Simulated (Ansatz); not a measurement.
# Phases of Mg at 94 GPa

Structure types of Mg are relaxed in primitive cells with their symmetry kept at 94 GPa, first on PAW files, then by LAPW. The enthalpy is E + pV at zero temperature, without zero-point motion. Only the types listed were tried, and differences under about 5 meV/atom are mesh noise. The real phase may be another.

Computed with Ansatz 0.2.0; functional PBE, scalar-relativistic. Settings: Fermi–Dirac smearing of 0.1 eV, no spin polarisation. Methods: LAPW: all electrons, basis error target 0.5 meV/atom; PAW: frozen-core files, cutoff 420 eV.

k meshes: fcc 18×18×18, bcc 19×19×19, hcp 17×17×10, sc 17×17×17, omega 9×9×13, diamond 14×14×14.

Q: Which type is lowest in enthalpy, and by how much?

A: bcc, 15 meV/atom below hcp. The whole table:

| start type | ends as | a, b, c (Å) | V (Å³/atom) | H − H(lowest), LAPW (meV/atom) | same, PAW |
| --- | --- | --- | --- | --- | --- |
| fcc | fcc, Fm-3m | 3.583, 3.583, 3.583 | 11.50 | 37.1 | 37.0 |
| bcc | bcc, Im-3m | 2.841, 2.841, 2.841 | 11.46 | 0.0 | 0.0 |
| hcp | hcp, P6_3/mmc | 2.538, 2.538, 4.132 | 11.52 | 15.5 | 15.4 |
| sc | sc, Pm-3m | 2.275, 2.275, 2.275 | 11.78 | 1005.1 | 1004.4 |
| omega | omega, P6/mmm | 4.055, 4.055, 2.422 | 11.50 | 83.8 | 83.7 |
| diamond | diamond, Fd-3m | 4.729, 4.729, 4.729 | 13.22 | 3219.4 | 3216.4 |

Q: Split the lead of bcc over hcp into energy and pV.

A: For hcp less bcc: ΔE = -22.4 meV/atom, and p·ΔV = 94 GPa × +0.0645 Å³ × 6.242 meV/(GPa·Å³) = +37.8 meV/atom, together 15.4 meV/atom. bcc wins by its smaller volume, against the internal energy.
